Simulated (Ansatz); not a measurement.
## Is this Be4Se stable against decomposition?

Computed with Ansatz, DFT PBE, scalar-relativistic, plane waves, PAW. Settings: cutoff 420 eV, Γ-centred meshes spaced at most about 0.3 Å⁻¹, and about 0.25 Å⁻¹ or finer for metals (2π included), Gaussian smearing. No spin polarisation.

Formation energies are uncorrected and refer to the elements' standard structures at the same level.

All energies are static (0 K, no zero-point motion). The reference form of Se is held partly by dispersion forces, which this level lacks.

The competitors are the elements and 1 reference phase of this chemical system (from databases or known types: BeSe), relaxed at the same level; other known phases may be missing.

The candidate was reached from: a relaxed cell, shaken at random and relaxed again.

```
Be Se
1.0
     2.61480   -2.62553    0.00000
     2.61480    2.62553    0.00000
     0.00000    0.00000    9.62982
Be Se
8 2
Direct
  0.25072 0.25024 0.39431
  0.74928 0.74976 0.89431
  0.74993 0.25808 0.49521
  0.25007 0.74192 0.99521
  0.74976 0.74928 0.10569
  0.25024 0.25072 0.60569
  0.74192 0.25007 0.00479
  0.25808 0.74993 0.50479
  0.75076 0.24924 0.25000
  0.24924 0.75076 0.75000
```

The lowest competing mixture at this composition:

```csv
phase,space group,source,share of atoms,ΔE_f (eV/atom)
Be,-,element,0.6000,0.000
BeSe,F-43m (No. 216),COD,0.4000,-0.797
```

Q: What are the hull's energy here, the candidate's formation energy and its margin?

A: The hull lies at -0.319 eV/atom, the weighted sum of the last column. The candidate has 0.277 eV/atom, which is 0.60 eV/atom above it. The candidate matches no cell in the subsets of the Crystallography Open Database and the Materials Project at hand. The margin is far too high for a likely synthesis.
